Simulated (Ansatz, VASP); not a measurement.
One calculation of P, two programs

```
P
1.0
     5.27256    0.00000    0.00000
    -2.63628    4.56617    0.00000
     0.00000    0.00000   23.80000
P
3
Direct
  0.53080 0.46920 0.29412
  0.53080 0.06160 0.29412
  0.93840 0.46920 0.29412
```

Alike in both runs: functional PBE; k mesh 12 × 12 × 1; occupations gaussian, width 0.1 eV; no spin polarisation.

Ansatz relaxed the structure, and its values are those at the end. VASP's run is a single point on that final structure, the one shown.

|  | VASP | Ansatz |
| --- | --- | --- |
| version | VASP 6.6.1 | Ansatz 0.2.0 |
| potentials or method | VASP PAW PBE potentials, release 64 (P) | scalar-relativistic, plane waves, PAW |
| plane-wave cutoff (eV) | 520 | 420 |
| valence electrons in the cell | 15 | 15 |

Ansatz gave:

```
gap on the k mesh at the Fermi level (eV) : none
rms of the force components (eV/Å)        : 0.001
```

Problem. What did VASP give for the same quantities?

Solution. gap on the k mesh at the Fermi level (eV): none; rms of the force components (eV/Å): 0.067.

A gap of «none» marks a metal or a gap that the smearing closes. Ansatz warned: «xc_potential_rough_in_thin_density».
